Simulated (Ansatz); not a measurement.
The system is PbS.

```
CELL_PARAMETERS angstrom
3.65366 0.00000 0.00000
0.00000 3.65366 0.00000
0.00000 0.00000 3.65366
ATOMIC_POSITIONS crystal
Pb 0.00000 0.00000 0.00000
S 0.50000 0.50000 0.50000
```

Measurements of this composition are mostly on another form, of space group No. 225.

Base run:

| Property | Result |
| --- | --- |
| Program | Ansatz 0.2.0 |
| Functional | r2SCAN |
| Potentials or basis | Ansatz PAW |
| Cutoff | 500 eV (not typed: the program's choice for these potentials) |
| k mesh | 7 × 7 × 7 |
| Occupations | fermi-dirac, width 0.05 eV |
| Spin | no spin polarisation |

Its results: pressure -0.7 GPa.

The run is repeated on the same cell with these changes: functional from r2SCAN to RPBE; cutoff from 500 eV (not typed: the program's choice for these potentials) to 420 eV (not typed: the program's choice for these potentials). What comes out?

Pressure 2.1 GPa.

Caveats: the PAW data sets come from PBE, with cores solved anew for the run's functional, which leaves a small shift of forces and pressure.
